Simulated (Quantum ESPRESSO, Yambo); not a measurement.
# A GW run on As (buckled honeycomb monolayer) in Yambo, with inputs changed

A base run on As (buckled honeycomb monolayer), then changed inputs.

Method: PBE and many-body steps on it, plane waves, in Yambo 5.3.0.

**1. The structure**

The cell holds 2 atoms: 2 As. Cell: a = 3.611 Å, b = 3.611 Å, c = 14.000 Å, α = 90.0°, β = 90.0°, γ = 120.0°. Vacuum lies along c.

As a file:

```xyz
2
Lattice="3.6113 0.0000 0.0000 -1.8056 3.1275 0.0000 0.0000 0.0000 14.0000" Properties=species:S:1:pos:R:3
As    0.0000    2.0850    6.3049
As    1.8056    1.0425    7.6951
```

The structure was relaxed with PBE. The runs that relaxed it are not among those shown.

**2. Base**

This step: Yambo 5.3.0; G0W0 on PBE, plane waves, norm-conserving pseudopotentials.

Now the one-shot GW correction: screening in the RPA, then the self-energy of the levels asked for.

Input file gw2.in:

```
HF_and_locXC
gw0
dyson
ppa
em1d
rim_cut
rim_w
RandQpts= 3000000
RandGvec= 100 RL
CUTGeo= "slab z"
RandGvecW= 9 RL
EXXRLvcs= 100 Ry
VXCRLvcs= 400 Ry
Chimod= "HARTREE"
% BndsRnXp
 1 | 120 |
%
NGsBlkXp= 8 Ry
% LongDrXp
 1 | 1 | 0 |
%
% GbndRnge
 1 | 120 |
%
DysSolver= "n"
ExtendOut
PPAPntXp= 27.21138 eV
% QPkrange
 1 | 1 | 22 | 25 |
 3 | 3 | 22 | 25 |
%
```

Run with:

```sh
$ OMP_NUM_THREADS=1 mpirun -n 8 yambo -F gw2.in -J gw2 -C gw2 > gw2.log
```

Log:

```text
 Yambo, version 5.3.0

 [02] CORE Variables Setup
 =========================

  [... cell, symmetries and grids as in the set-up ...]

  [02.05] Energies & Occupations
  ==============================

  [X] === General ===
  [X] Electronic Temperature                        :  0.000000  0.000000 [eV K]
  [X] Bosonic    Temperature                        :  0.000000  0.000000 [eV K]
  [X] Finite Temperature mode                       : no
  [X] El. density                                   :  0.29092E+24 [cm-3]
  [X] Fermi Level                                   : -0.908984 [eV]

  [X] === Gaps and Widths ===
  [X] Conduction Band Min                           :  1.645614 [eV]
  [X] Valence Band Max                              :  0.000000 [eV]
  [X] Filled Bands                                  :  23
  [X] Empty Bands                                   :   24  233
  [X] Direct Gap                                    :  1.948162 [eV]
  [X] Direct Gap localized at k                     :  1
  [X] Indirect Gap                                  :  1.645614 [eV]
  [X] Indirect Gap between kpts                     :  1  3
  [X] Last valence band width                       :  1.964014 [eV]
  [X] 1st conduction band width                     :  1.151044 [eV]

 [03] Transferred momenta grid and indexing
 ==========================================

 IBZ Q-points                                      :   7
 BZ  Q-points                                      :   36

 K/Q-points units:
 rlu = crystal or reduced units; cc = cartesian coordinates; iku = interal k-units

 Q [1]          [rlu]:  0.000000  0.000000  0.000000
 Q [2]          [rlu]: -0.10630E-16  0.16667       0.0000
 Q [3]          [rlu]: -0.21260E-16  0.33333       0.0000
 Q [4]          [rlu]:  0.31890E-16 -0.50000       0.0000
 Q [5]          [rlu]:  0.166667  0.166667  0.000000
 Q [6]          [rlu]:  0.166667  0.333333  0.000000
 Q [7]          [rlu]:  0.333333  0.333333  0.000000

 [04] Coloumb potential Random Integration (RIM)
 ===============================================

 Performing RIM of v_slab

  [04.01] RIM initialization
  ==========================

  * Diagonal components only detected *

  8 x (sBL volume)        :  0.051660 [a.u.]
  sBZ random points       :  3000000
  Points outside the sBZ  :  24000829
  RL volume               :  0.232469 [a.u.]
  Integrated volume       :  0.232461 [a.u.]

  [04.02] RIM integrals
  =====================

  Gamma point sphere radius             :  0.041605 [a.u.]
  Points outside the sphere             :  2398884
  [Int_sBZ(q=0) 1/q^2]*(Vol_sBZ)^(-1/3) =:  7.487296
                                 should be <:  7.795600

  Summary of Coulomb integrals for non-metallic bands |Q|[au] RIM/Bare

  Q [1] 0.100000E-4 0.960452 * Q [2] 0.177190 0.997483
  Q [5] 0.306902 1.024611 * Q [3] 0.354380 1.023541
  Q [6] 0.468801 1.017709 * Q [4] 0.531570 1.014578
  Q [7] 0.613804 1.011396
  Non-periodic chartesian directions : none
  Optical renormalization            :  26.45617 [au]
  Polarizability dimension           : length

 [05] Coloumb potential CutOffslab
 =================================

 Cut directionsZ
 Slab Cutoff:Z
 Symmetry test passed : yes

 [06] Dipoles
 ============

  [06.01] Setup: observables and procedures
  =========================================

 [07] Dynamic Dielectric Matrix (PPA)
 ====================================

 [SLK-Inversion]  Pools        :  2
 [SLK-Inversion]  BLACS grid   :  2  2

 [WR./gw2//ndb.pp]---------------------------------------------------------------
  Brillouin Zone Q/K grids (IBZ/BZ)                :    7   36    7   36
  RL vectors                                       :  21365 [WF]
  Coulomb cutoff potential                         : slab z
  Electronic Temperature                           :  0.000000 [K]
  Bosonic    Temperature                           :  0.000000 [K]
  PPA    diel. fun.  energies                      : Perdew, Burke & Ernzerhof(X)+Perdew, Burke & Ernzerhof(C)
[...]
X poles                                          :  100.0000 [o/o]
  RL vectors in the sum                            :  21365
  [r,Vnl] included                                 : yes
  Field direction                                  :  0.707107E-5  0.707107E-5   0.00000
  BZ energy Double Grid                            : no
  BZ energy DbGd points                            : 0
  BZ Q point size factor                           : -1.000000
  X Optical Averaged directions                    : none

 [08] Local Exchange-Correlation + Non-Local Fock
 ================================================

 [VXC] Plane waves :  144181
 [EXS] Plane waves :  18025

 QP @ state[ 1 ] K range:  1  1
 QP @ state[ 1 ] b range:  22  25
 QP @ state[ 2 ] K range:  3  3
 QP @ state[ 2 ] b range:  22  25

 [xc] Functional : Perdew, Burke & Ernzerhof(X)+Perdew, Burke & Ernzerhof(C)
 [xc] LIBXC used to calculate xc functional
  PP Number of Atomic Species                      :  1
  NLCC RL compoments                               :  144181
  PP Number of Atomic Species                      :  1
  NLCC RL compoments                               :  144181

 [xc] E_xc :  -47.81826 [Ha]
      E_xc :  -95.63652 [Ry]

  Local XC kind (lXC) : Perdew, Burke & Ernzerhof(X)+Perdew, Burke & Ernzerhof(C)
  Non-Local XC kind (nlXC) : Hartree-Fock

  Corrections @ K [1] :  [eV]
 <22|nlXC|22> = -15.29556  0.15138E-16 <22|lXC|22> = -14.05397  0.18882E-15
 <23|nlXC|23> = -15.29564  0.46547E-17 <23|lXC|23> = -14.05397  0.18882E-15
 <24|nlXC|24> = -8.947700 -0.40892E-18 <24|lXC|24> = -12.75021  0.18882E-15
 <25|nlXC|25> = -8.849161  0.20264E-17 <25|lXC|25> = -13.27561  0.000000

  Corrections @ K [3] :  [eV]
 <22|nlXC|22> = -15.32122 -0.58292E-17 <22|lXC|22> = -13.35912  0.000000
 <23|nlXC|23> = -14.51670 -0.12076E-17 <23|lXC|23> = -12.57054 -0.94408E-16
 <24|nlXC|24> = -7.601211  0.26321E-17 <24|lXC|24> = -11.00362  0.000000
 <25|nlXC|25> = -6.559471  0.24704E-17 <25|lXC|25> = -10.79247 -0.94408E-16

 [09] Dyson equation: Newton solver
 ==================================

  [09.01] RIM-W interpolation
  ===========================

  [WARNING] RIM-W works only for 2D semiconductors with slab cutoff
  Found compatible q grid: 2D
  q_min[ 1 ]:  0.16667      0.29894E-11   0.0000     [rlu]
   0.166667  0.083333  0.000000 [iku]
  q_min[ 2 ]:  0.61536E-11  0.16667       0.0000     [rlu]
   0.61536E-11  0.16667       0.0000     [iku]
  G-vectors :   9
  G-vectors loaded:   63
  Number of interpolated frequencies:  2

  Evaluating coefficients q = 0
  Evaluating coefficients q = 0

  [09.02] RIM-W integrals
  =======================

  8 x (sBL volume)        :  0.051660 [a.u.]
  sBZ random points       :  3000000
  Points outside the sBZ  :  24000829
  RL volume               :  0.232469 [a.u.]
  Integrated volume       :  0.232461 [a.u.]

  [09.03] RIM integrals
  =====================

  Comparison between head Wc = W - v averages: < Wc > [au] RIM-W/RIM

   < -Wc [Q = 1] > 0.364336E-1 0.483878E-4 * < -Wc [Q = 2] > 0.005334 0.005144
   < -Wc [Q = 3] > 0.976992E-3 0.955822E-3 * < -Wc [Q = 4] > 0.326463E-3 0.322611E-3
   < -Wc [Q = 5] > 0.001434 0.001400 * < -Wc [Q = 6] > 0.469831E-3 0.464826E-3
   < -Wc [Q = 7] > 0.218812E-3 0.217344E-3

  Comparison between head Wc = W - v averages: < Wc > [au] RIM-W/RIM

   < -Wc [G = 1,G`=0] > 0.364336E-1 0.483878E-4 * < -Wc [G = 2,G`=0] >-0.002021 0.000000
   < -Wc [G = 3,G`=0] >-0.002021 0.000000 * < -Wc [G = 4,G`=0] > 0.698915E-4  0.00000
   < -Wc [G = 5,G`=0] > 0.698709E-4  0.00000 * < -Wc [G = 6,G`=0] > 0.509404E-4  0.00000
   < -Wc [G = 7,G`=0] > 0.509660E-4  0.00000 * < -Wc [G = 8,G`=0] >-0.165680E-4  0.00000
   < -Wc [G = 9,G`=0] >-0.165702E-4  0.00000

 [10] G0W0 (W PPA)
 =================

 [  GW  ] Bands range     :    1  120
 [GW/PPA] G damping       :  0.100000 [eV]

 QP @ state[ 1 ] K range:  1  1
 QP @ state[ 1 ] b range:  22  25
 QP @ state[ 2 ] K range:  3  3
 QP @ state[ 2 ] b range:  22  25

  Sc/G bands                                       :    1  120
  Sc/G damping                                     :  0.100000 ev
  Sc bands terminator                              : no
  Sx RL components                                 :  18025

  QP @ state[ 1 ] K range                          :  1  1
  QP @ state[ 1 ] b range                          :  22  25
  QP @ state[ 2 ] K range                          :  3  3
  QP @ state[ 2 ] b range                          :  22  25
  GF energies kind                                 : Perdew, Burke & Ernzerhof(X)+Perdew, Burke & Ernzerhof(C)
  GF WF`s kind                                     : Perdew, Burke & Ernzerhof(X)+Perdew, Burke & Ernzerhof(C)
  Xs energies kind                                 : Perdew, Burke & Ernzerhof(X)+Perdew, Burke & Ernzerhof(C)
  Xs WF`s kind                                     : Perdew, Burke & Ernzerhof(X)+Perdew, Burke & Ernzerhof(C)

 [14] Game Over & Game summary
```

It took 5.8 min on 8 MPI ranks of Arm Neoverse N1, shared host; peak memory 7.9 GiB.

Numbers from this step:

```yaml
g0w0_gap_on_the_points_computed: 2.567 eV
starting_gap_on_the_mesh: 1.646 eV
k_of_the_valence_top: 0, 0, 0
k_of_the_conduction_bottom: 0, 0.3333, 0
least_direct_g0w0_gap_on_the_computed_points: 3.044 eV
z_at_the_valence_top: 0.7363
z_at_the_conduction_bottom: 0.7436
```

The gap on the mesh goes from 1.65 eV to 2.57 eV, a correction of +0.92 eV.

**3. Field direction**

gw7.in, as its differences from gw2.in of step 2:

```diff
@@ -19,3 +19,3 @@
 % LongDrXp
- 1 | 1 | 0 |
+ 1 | 0 | 0 |
 %
```

Run with:

```sh
$ OMP_NUM_THREADS=1 mpirun -n 8 yambo -F gw7.in -J gw7 -C gw7 > gw7.log
```

Log:

```text
 Yambo, version 5.3.0

 [02] CORE Variables Setup
 =========================

  [... cell, symmetries and grids as in the set-up ...]

  [02.05] Energies & Occupations
  ==============================

  [X] === General ===
  [X] Electronic Temperature                        :  0.000000  0.000000 [eV K]
  [X] Bosonic    Temperature                        :  0.000000  0.000000 [eV K]
  [X] Finite Temperature mode                       : no
  [X] El. density                                   :  0.29092E+24 [cm-3]
  [X] Fermi Level                                   : -0.908984 [eV]

  [X] === Gaps and Widths ===
  [X] Conduction Band Min                           :  1.645614 [eV]
  [X] Valence Band Max                              :  0.000000 [eV]
  [X] Filled Bands                                  :  23
  [X] Empty Bands                                   :   24  233
  [X] Direct Gap                                    :  1.948162 [eV]
  [X] Direct Gap localized at k                     :  1
  [X] Indirect Gap                                  :  1.645614 [eV]
  [X] Indirect Gap between kpts                     :  1  3
  [X] Last valence band width                       :  1.964014 [eV]
  [X] 1st conduction band width                     :  1.151044 [eV]

 [03] Transferred momenta grid and indexing
 ==========================================

 IBZ Q-points                                      :   7
 BZ  Q-points                                      :   36

 K/Q-points units:
 rlu = crystal or reduced units; cc = cartesian coordinates; iku = interal k-units

 Q [1]          [rlu]:  0.000000  0.000000  0.000000
 Q [2]          [rlu]: -0.10630E-16  0.16667       0.0000
 Q [3]          [rlu]: -0.21260E-16  0.33333       0.0000
[...]
RL volume               :  0.232469 [a.u.]
  Integrated volume       :  0.232461 [a.u.]

  [09.03] RIM integrals
  =====================

  Comparison between head Wc = W - v averages: < Wc > [au] RIM-W/RIM

   < -Wc [Q = 1] > 0.364336E-1 0.483878E-4 * < -Wc [Q = 2] > 0.005334 0.005144
   < -Wc [Q = 3] > 0.976992E-3 0.955822E-3 * < -Wc [Q = 4] > 0.326463E-3 0.322611E-3
   < -Wc [Q = 5] > 0.001434 0.001400 * < -Wc [Q = 6] > 0.469831E-3 0.464826E-3
   < -Wc [Q = 7] > 0.218812E-3 0.217344E-3

  Comparison between head Wc = W - v averages: < Wc > [au] RIM-W/RIM

   < -Wc [G = 1,G`=0] > 0.364336E-1 0.483878E-4 * < -Wc [G = 2,G`=0] >-0.002021 0.000000
   < -Wc [G = 3,G`=0] >-0.002021 0.000000 * < -Wc [G = 4,G`=0] > 0.698915E-4  0.00000
   < -Wc [G = 5,G`=0] > 0.698709E-4  0.00000 * < -Wc [G = 6,G`=0] > 0.509404E-4  0.00000
   < -Wc [G = 7,G`=0] > 0.509660E-4  0.00000 * < -Wc [G = 8,G`=0] >-0.165680E-4  0.00000
   < -Wc [G = 9,G`=0] >-0.165702E-4  0.00000

 [10] G0W0 (W PPA)
 =================

 [  GW  ] Bands range     :    1  120
 [GW/PPA] G damping       :  0.100000 [eV]

 QP @ state[ 1 ] K range:  1  1
 QP @ state[ 1 ] b range:  22  25
 QP @ state[ 2 ] K range:  3  3
 QP @ state[ 2 ] b range:  22  25

  Sc/G bands                                       :    1  120
  Sc/G damping                                     :  0.100000 ev
  Sc bands terminator                              : no
  Sx RL components                                 :  18025

  QP @ state[ 1 ] K range                          :  1  1
  QP @ state[ 1 ] b range                          :  22  25
  QP @ state[ 2 ] K range                          :  3  3
  QP @ state[ 2 ] b range                          :  22  25
  GF energies kind                                 : Perdew, Burke & Ernzerhof(X)+Perdew, Burke & Ernzerhof(C)
  GF WF`s kind                                     : Perdew, Burke & Ernzerhof(X)+Perdew, Burke & Ernzerhof(C)
  Xs energies kind                                 : Perdew, Burke & Ernzerhof(X)+Perdew, Burke & Ernzerhof(C)
  Xs WF`s kind                                     : Perdew, Burke & Ernzerhof(X)+Perdew, Burke & Ernzerhof(C)

 [14] Game Over & Game summary
```

Run time: 5.6 min. Hardware: 8 MPI ranks; peak memory 7.4 GiB; 45 min of CPU time.

This step gave:

```
G0W0 gap on the points computed              : 2.567 eV
starting gap on the mesh                     : 1.646 eV
k of the valence top                         : 0, 0, 0
k of the conduction bottom                   : 0, 0.3333, 0
least direct G0W0 gap on the computed points : 3.044 eV
Z at the valence top                         : 0.7363
Z at the conduction bottom                   : 0.7436
```

Against G0W0 in Yambo (6×6×1 mesh, 120 bands, screening to 108.8 eV, Godby-Needs plasmon pole), the gap moves by +0.000 eV.

**4. Two empty bands**

gw8.in, as its differences from gw7.in of step 3:

```diff
@@ -15,3 +15,3 @@
 % BndsRnXp
- 1 | 120 |
+ 1 | 25 |
 %
@@ -19,6 +19,6 @@
 % LongDrXp
- 1 | 0 | 0 |
+ 1 | 1 | 0 |
 %
 % GbndRnge
- 1 | 120 |
+ 1 | 25 |
 %
```

Run with:

```sh
$ OMP_NUM_THREADS=1 mpirun -n 8 yambo -F gw8.in -J gw8 -C gw8 > gw8.log
```

Log:

```text
 Yambo, version 5.3.0

 [02] CORE Variables Setup
 =========================

  [... cell, symmetries and grids as in the set-up ...]

  [02.05] Energies & Occupations
  ==============================

  [X] === General ===
  [X] Electronic Temperature                        :  0.000000  0.000000 [eV K]
  [X] Bosonic    Temperature                        :  0.000000  0.000000 [eV K]
  [X] Finite Temperature mode                       : no
  [X] El. density                                   :  0.29092E+24 [cm-3]
  [X] Fermi Level                                   : -0.908984 [eV]

  [X] === Gaps and Widths ===
  [X] Conduction Band Min                           :  1.645614 [eV]
  [X] Valence Band Max                              :  0.000000 [eV]
  [X] Filled Bands                                  :  23
  [X] Empty Bands                                   :   24  233
  [X] Direct Gap                                    :  1.948162 [eV]
  [X] Direct Gap localized at k                     :  1
  [X] Indirect Gap                                  :  1.645614 [eV]
  [X] Indirect Gap between kpts                     :  1  3
  [X] Last valence band width                       :  1.964014 [eV]
  [X] 1st conduction band width                     :  1.151044 [eV]

 [03] Transferred momenta grid and indexing
 ==========================================

 IBZ Q-points                                      :   7
 BZ  Q-points                                      :   36

 K/Q-points units:
 rlu = crystal or reduced units; cc = cartesian coordinates; iku = interal k-units

 Q [1]          [rlu]:  0.000000  0.000000  0.000000
 Q [2]          [rlu]: -0.10630E-16  0.16667       0.0000
 Q [3]          [rlu]: -0.21260E-16  0.33333       0.0000
[...]
RL volume               :  0.232469 [a.u.]
  Integrated volume       :  0.232461 [a.u.]

  [09.03] RIM integrals
  =====================

  Comparison between head Wc = W - v averages: < Wc > [au] RIM-W/RIM

   < -Wc [Q = 1] > 0.347353E-1 0.448654E-4 * < -Wc [Q = 2] > 0.004900 0.004691
   < -Wc [Q = 3] > 0.827076E-3 0.804008E-3 * < -Wc [Q = 4] > 0.238646E-3 0.233966E-3
   < -Wc [Q = 5] > 0.001268 0.001235 * < -Wc [Q = 6] > 0.375314E-3 0.371072E-3
   < -Wc [Q = 7] > 0.148348E-3 0.146461E-3

  Comparison between head Wc = W - v averages: < Wc > [au] RIM-W/RIM

   < -Wc [G = 1,G`=0] > 0.347353E-1 0.448654E-4 * < -Wc [G = 2,G`=0] >-0.002034 0.000000
   < -Wc [G = 3,G`=0] >-0.002034 0.000000 * < -Wc [G = 4,G`=0] > 0.122173E-3  0.00000
   < -Wc [G = 5,G`=0] > 0.122136E-3  0.00000 * < -Wc [G = 6,G`=0] >-0.137876E-4  0.00000
   < -Wc [G = 7,G`=0] >-0.137532E-4  0.00000 * < -Wc [G = 8,G`=0] >-0.897207E-5  0.00000
   < -Wc [G = 9,G`=0] >-0.897396E-5  0.00000

 [10] G0W0 (W PPA)
 =================

 [  GW  ] Bands range     :   1  25
 [GW/PPA] G damping       :  0.100000 [eV]

 QP @ state[ 1 ] K range:  1  1
 QP @ state[ 1 ] b range:  22  25
 QP @ state[ 2 ] K range:  3  3
 QP @ state[ 2 ] b range:  22  25

  Sc/G bands                                       :   1  25
  Sc/G damping                                     :  0.100000 ev
  Sc bands terminator                              : no
  Sx RL components                                 :  18025

  QP @ state[ 1 ] K range                          :  1  1
  QP @ state[ 1 ] b range                          :  22  25
  QP @ state[ 2 ] K range                          :  3  3
  QP @ state[ 2 ] b range                          :  22  25
  GF energies kind                                 : Perdew, Burke & Ernzerhof(X)+Perdew, Burke & Ernzerhof(C)
  GF WF`s kind                                     : Perdew, Burke & Ernzerhof(X)+Perdew, Burke & Ernzerhof(C)
  Xs energies kind                                 : Perdew, Burke & Ernzerhof(X)+Perdew, Burke & Ernzerhof(C)
  Xs WF`s kind                                     : Perdew, Burke & Ernzerhof(X)+Perdew, Burke & Ernzerhof(C)

 [14] Game Over & Game summary
```

It took 93 s on 8 MPI ranks; peak memory 7.4 GiB.

The run ended normally, though the input holds a fault or crude settings.

The fault put into this input: two empty bands. It printed a gap of 3.01 eV, an artefact of the input.

**5. The runs together**

Times are wall times on 8 MPI ranks of Arm Neoverse N1, shared host, good to a factor of about two.

```csv
run,mesh,bands,screening cutoff (eV),DFT gap (eV),gap on the mesh (eV),direct (eV),time
base,6×6×1,120,108.8,1.646,2.567,3.044,5.8 min
field direction,6×6×1,120,108.8,1.646,2.567,3.044,5.6 min
```

**6. Results**

```
base            : 2.567 eV
field direction : 2.567 eV
known limits    : not at the basis limit; no spin-orbit coupling
```

In words: Field direction: no change against base (keys changed: LongDrXp). Bands and cutoff are finite, so the gap is not at the basis limit. The miss can reach some tenths of an eV and take either sign; the mesh is an error of its own. In the G0W0 runs levels were corrected at 2 k points alone, so a gap called «on the mesh» is the least over those, and an edge elsewhere would be missed. The many-body steps are scalar-relativistic: spin-orbit coupling is not in them.

[Paths, hosts, dates, memory and timing lines, banners, echoed tables and standing remarks are left out of the program output.]

[Logs are printed without paths, hosts, clocks, repeated set-up lines and the standing remarks that a program may print on its own settings, such as how far it seeks lower states.]

[Runs of the session that timed out or met a known fault of the program may be left out.]

[Hosts, paths, dates, database ids (printed as entryN), source tags and the programs' standing remarks are cut or masked in the printed files.]
